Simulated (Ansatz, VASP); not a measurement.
ZnO in VASP and in Ansatz

```
CELL_PARAMETERS angstrom
3.24198 0.00000 0.00000
-1.62099 2.80764 0.00000
0.00000 0.00000 5.22764
ATOMIC_POSITIONS crystal
Zn 0.33333 0.66667 0.00145
Zn 0.66667 0.33333 0.50145
O 0.33333 0.66667 0.38065
O 0.66667 0.33333 0.88065
```

Alike in both runs: functional PBE; k mesh 8 × 8 × 6; occupations gaussian, width 0.05 eV; no spin polarisation.

Ansatz relaxed the structure, and its values are those at the end. VASP's run is a single point on that final structure, the one shown.

```csv
,VASP,Ansatz
version,VASP 6.6.1,Ansatz 0.2.0
potentials or method,"VASP PAW PBE potentials, release 64 (Zn, O)","scalar-relativistic, plane waves, PAW"
plane-wave cutoff (eV),520,420
valence electrons in the cell,36,36
```

Ansatz gave:

- gap on the k mesh at the Fermi level (eV): 0.80
- least direct gap on the mesh (eV): 0.80
- pressure (GPa): 5.0

**Question.** Estimate VASP's values.

**Answer.** gap on the k mesh at the Fermi level (eV): 0.78; least direct gap on the mesh (eV): 0.78; pressure (GPa): 6.1.

A hybrid or GW would open this gap; PBE tends to underestimate it.
